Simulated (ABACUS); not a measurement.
The system is Re.

```
CELL_PARAMETERS angstrom
0.00000 1.97500 1.97500
1.97500 0.00000 1.97500
1.97500 1.97500 0.00000
ATOMIC_POSITIONS crystal
Re 0.00000 0.00000 0.00000
```

This isn't the form of Re at room conditions, which is hcp.

| Item | Value |
| --- | --- |
| Program | ABACUS 3.10.1 |
| Task | single point |
| Functional | PBE |
| Potentials or basis | PseudoDojo NC SR 0.4.1 PBE standard |
| Cutoff | 993 eV |
| Density cutoff | 3973 eV |
| Basis | plane waves |
| k mesh | 12 × 12 × 12 |
| Occupations | fermi-dirac, width 0.05 eV |
| Spin | no spin polarisation |

On this cell: pressure -9.2 GPa; band gap on the k mesh none (metal or under the smearing width).

The same run follows on a disturbed copy (cell strained at random at fixed volume):

```
CELL_PARAMETERS angstrom
-0.01177 2.02327 1.96577
1.91022 0.03753 1.91646
1.98270 2.04645 -0.03495
ATOMIC_POSITIONS crystal
Re 0.98654 0.01047 0.01073
```

Task: What changes?

Result: The energy (extrapolated to zero smearing) moves by +41.5 meV/atom; pressure -8.2 GPa; band gap on the k mesh none (metal or under the smearing width).

Stress tensor (GPa, compression positive):
```
 -4.64  -6.46   9.43
 -6.46 -14.11  -1.78
  9.43  -1.78  -5.76
```
